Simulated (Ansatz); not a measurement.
Cd: pressure against volume per atom

Periodic Kohn-Sham DFT of a crystal at fixed atoms; pressure and stress are positive in compression; the energy is the free energy less that of spherical unpolarised free atoms; site moments are those in the method's own spheres, positive along +z. The results are calculated, by Ansatz 0.2.0.

Cell of the first row (space group P6_3/mmc, No. 194):
```
cell vectors (Å)
   2.9186     0.0000     0.0000
  -1.4593     2.5276     0.0000
   0.0000     0.0000     5.5039
atoms (fractions of the cell vectors)
Cd  0.33333  0.66667  0.25000
Cd  0.66667  0.33333  0.75000
```

Settings of every row: method frozen-core PAW; functional PBE; relativity scalar; k mesh 16x16x7; filling fermi-dirac; smearing width 0.05 eV; wave cutoff 420 eV; paw set soft_2.

Atom start moment: 0 on all atoms.

```csv
row,volume per atom (Å³),pressure (GPa)
1,20.301,7.403
2,20.938,4.946
3,21.585,?
4,22.233,1.189
5,22.88,-0.183
```

Question: what pressure should row 3 give?

Worked fit of pressure. Take u = (V_r/V)^(2/3) − 1 with V_r = 21.585 Å³ an atom, which is twice the finite (Eulerian) strain; such expansions in the strain, on which the Birch-Murnaghan equation of state is built, carry the rest volume and the bulk modulus. The shown rows have u = 0.04173, 0.0205, -0.01953, -0.0381. Least squares give pressure = 2.8817 + 93.709 × u + 349.77 × u² GPa; a straight line predicts inner rows, each left out in turn, worse (root mean square 0.32 against 0.0098 GPa). The rows lie off it by 0.002, -0.004, 0.004, -0.002. The pressure vanishes at u = -0.0354, or V = 22.79 Å³ an atom, and there the bulk modulus at fixed shape and fractions is B = −V dP/dV = (2/3)(1 + u) dP/du = 44.3 GPa. Letting shape and atoms relax would as a rule lower it, by much in layered, chain or molecular crystals. The withheld row has u = 0, so the fit gives 2.8817 + 93.709 × (0) + 349.77 × (0)² = 2.882 GPa.

The calculation gave 2.881 GPa. The fit lies 0.001 GPa (0.013 % of the column's range) above it, one unit of the last digit.
